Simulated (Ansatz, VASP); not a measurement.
## One calculation of Ag, two programs

Contents of INCAR:

```
ALGO = Fast ; EDIFF = 1E-7
ENCUT = 520 ; GGA = PS
ISIF = 2 ; ISMEAR = 0
LASPH = True ; LCHARG = True
LELF = True ; LREAL = False
LVHAR = True ; LWAVE = False
NBANDS = 12 ; NELM = 60
PREC = Accurate ; SIGMA = 0.15
```

The input KPOINTS:

```
k-points
0
Gamma
  26 26 26
```

POSCAR

```
Ag
1.0
   -1.6125573276      1.4513015948      1.6125573276
    1.6125573276     -1.4513015948      1.6125573276
    1.6125573276      1.4513015948     -1.6125573276
Ag
1
Direct
    0.0000000000      0.0000000000      0.0000000000
```

Input for Ansatz:

```yaml
crystal:
  lattice:
    - [-1.6125573276, 1.4513015948, 1.6125573276]
    - [1.6125573276, -1.4513015948, 1.6125573276]
    - [1.6125573276, 1.4513015948, -1.6125573276]
  atoms:
    - { symbol: Ag, position: [0.0, 0.0, 0.0] }
basis:
  ecutwfc: 420
kpoints:
  mp_grid: { grid: [26, 26, 26] }
hamiltonian:
  xc: pbesol
scf:
  occupations: { method: gaussian, width: 0.15 }
output:
  forces: true
  stress: true
  eigenvalues: true
  write_density: true
  write_potential: true
  elf: true
  volumetric_format: npy
```

Change from the starting cell: strain -0.1000 x Voigt [0, 1, 0, 0, 0, 0], atoms carried along.

Alike in both runs: task single point; functional PBEsol; k mesh 26 × 26 × 26; occupations gaussian, width 0.15 eV; no spin polarisation.

|  | VASP | Ansatz |
| --- | --- | --- |
| version | VASP 6.6.1 | Ansatz 0.2.0 |
| potentials or method | VASP PAW PBE potentials, release 64 (Ag) | scalar-relativistic, plane waves, PAW |
| plane-wave cutoff (eV) | 520 | 420 |
| valence electrons in the cell | 11 | 19 |

|  | VASP | Ansatz | Ansatz less VASP |
| --- | --- | --- | --- |
| gap on the k mesh at the Fermi level (eV) | none | none | - |
| pressure (GPa) | 16.2 | 16.6 | +0.41 |
| largest component of the traceless stress (GPa) | 0.64 | 0.64 | +0.002 |

A gap of «none» marks a metal or a gap that the smearing closes. With one functional, cell and mesh, what is left measures potentials, basis and numerics. The two sets of potentials don't hold the same shells in valence.

Caveats: so large a pressure means that the cell lies far from this level's equilibrium, or that cutoff or potentials fall short (VASP); the potentials were made for another functional, which shifts forces and pressure (VASP).
